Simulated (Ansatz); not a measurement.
Relaxed GeO2 (rutile):

```
CELL_PARAMETERS angstrom
      4.41054     0.00000     0.00000
      0.00000     4.41054     0.00000
      0.00000     0.00000     2.87016
ATOMIC_POSITIONS crystal
  Ge 0.00000 0.00000 0.00000
  Ge 0.50000 0.50000 0.50000
  O  0.30600 0.30600 0.00000
  O  0.80600 0.19400 0.50000
  O  0.19400 0.80600 0.50000
  O  0.69400 0.69400 0.00000
```

Scan: atom 5 (O, nearest neighbour Ge at 1.877 Å; its periodic images, 2.9 Å or more away, move with it) is displaced along Cartesian x, direction (1.000, 0.000, 0.000) in Cartesian axes, by s. The other atoms stay.

These are r2SCAN (plane waves to 500 eV, PAW, scalar-relativistic; Ansatz, a program for electronic structure) values and carry that method's errors. k mesh 6×6×9 (Γ-centred), Fermi-Dirac smearing 0.05 eV. The energy includes the smearing's −TS. GeO2 was relaxed with its symmetry unable to fall. The zero of ΔE is the undisplaced structure.

Successive frames, forces in eV/Å:

```tsv
frame	ΔE (eV/cell)	F on Ge1	F on Ge2	F on O3	F on O4	F on O5	F on O6
s = 0.224 Å	0.447	(1.056, -0.658, 0.000)	(0.715, -1.061, 0.000)	(-0.087, -0.174, 0.000)	(0.800, -0.709, 0.000)	(-4.035, 2.569, 0.000)	(1.551, 0.033, 0.000)
s = 0.112 Å	0.110	(0.603, -0.417, 0.000)	(0.216, -0.332, 0.000)	(-0.021, -0.068, 0.000)	(0.429, -0.398, 0.000)	(-1.984, 1.184, 0.000)	(0.757, 0.031, 0.000)
s = 0.000 Å	0.000	(0.000, 0.000, 0.000)	(0.000, 0.000, 0.000)	(0.000, 0.000, 0.000)	(0.000, 0.000, 0.000)	(0.000, 0.000, 0.000)	(0.000, 0.000, 0.000)
```

Problem. What are the energy and the forces in the next frame, s = -0.112 Å?

Solution. ΔE (eV/cell) = 0.108.

```tsv
atom	Fx	Fy	Fz
Ge1	-0.687	0.593	0.000
Ge2	0.017	0.060	0.000
O3	-0.022	0.023	0.000
O4	-0.482	0.490	0.000
O5	1.913	-1.105	0.000
O6	-0.739	-0.062	0.000
```

(For displaced atoms, the force is minus the slope of the energy, and its curvature is a force constant, which sets phonon frequencies.)
